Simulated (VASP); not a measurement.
Here is a VASP 6.6.1 calculation.

Contents of INCAR:

```
SYSTEM = CdTe
  PREC = Accurate
  ENCUT = 600
  EDIFF = 1E-6
  ISMEAR = 0
  SIGMA = 0.03
  LREAL = .False.
  LASPH = .True.
  NELM = 80
  ALGO = Normal
  ISIF = 3
  LWAVE = .False.
  LCHARG = .False.
  GGA = PE
  IBRION = 2
  NSW = 90
  EDIFFG = -0.01
```

Contents of KPOINTS:

```
regular mesh
0
Gamma
  8 8 8
  0 0 0
```

Contents of POSCAR:

```
CdTe
1.0
    0.0000000000      3.2050000000      3.2050000000
    3.2050000000      0.0000000000      3.2050000000
    3.2050000000      3.2050000000      0.0000000000
Cd Te
1 1
Direct
    0.0000000000      0.0000000000      0.0000000000
    0.2500000000      0.2500000000      0.2500000000
```

Potentials or basis: VASP PAW PBE potentials, release 64 (Cd, Te).

The run is started by

```console
$ cat potpaw_PBE.64/Cd/POTCAR potpaw_PBE.64/Te/POTCAR > POTCAR
$ mpirun -np 1 vasp_std > vasp.out
```

Estimate the relaxed volume.

36.30 Å³/atom.

Estimate the space group after relaxing (to 0.05 Å).

F-43m (No. 216).

Step by step:
| step | energy change (eV) | largest force (eV/Å) | pressure (GPa) | volume (Å³) |
| --- | --- | --- | --- | --- |
| 1 | 0.0000 | 0.0000 | 4.35 | 65.84 |
| 2 | -0.0777 | 0.0000 | -0.93 | 74.74 |
| 3 | -0.0840 | 0.0000 | 0.02 | 72.60 |

Caveat: the volume moved by +10 % from the deposited cell, more than functionals usually miss. PBE usually gives volumes a little too large and moduli too small.
